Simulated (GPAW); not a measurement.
The system is TePb.

```
Pb Te
1.0
     0.00000    3.23100    3.23100
     3.23100    0.00000    3.23100
     3.23100    3.23100    0.00000
Pb Te
1 1
Direct
  0.00000 0.00000 0.00000
  0.50000 0.50000 0.50000
```

Base run:

| Item | Value |
| --- | --- |
| Program | GPAW 26.7.0 |
| Functional | LDA |
| Potentials or basis | the program's PAW data sets (release 1.2.1) made for this functional |
| Cutoff | 400 eV |
| Basis | pw |
| k mesh | 6 × 6 × 6 |
| Occupations | fermi-dirac, width 0.001 eV |
| Spin | no spin polarisation |

Its results: band gap on the k mesh 0.62 eV, direct; electronic dielectric tensor (diagonal) 30.07.

Q: The run is repeated on the same cell with these changes: functional from LDA to GLLB-SC. What comes out?

A: Band gap on the k mesh, kohn-sham part alone 0.95 eV, direct; electronic dielectric tensor (diagonal) 20.77.

Caveats: the long-wavelength limit can be off by a per cent or two; spin-orbit coupling is left out, which as a rule narrows the gap of such compounds by several tenths of an eV; the gap is small at this level, which inflates the dielectric constant (some runs); a model potential gives levels but no total energy (some runs); response on these states lacks terms of the Hamiltonian (some runs).

A k mesh can miss the band edges.
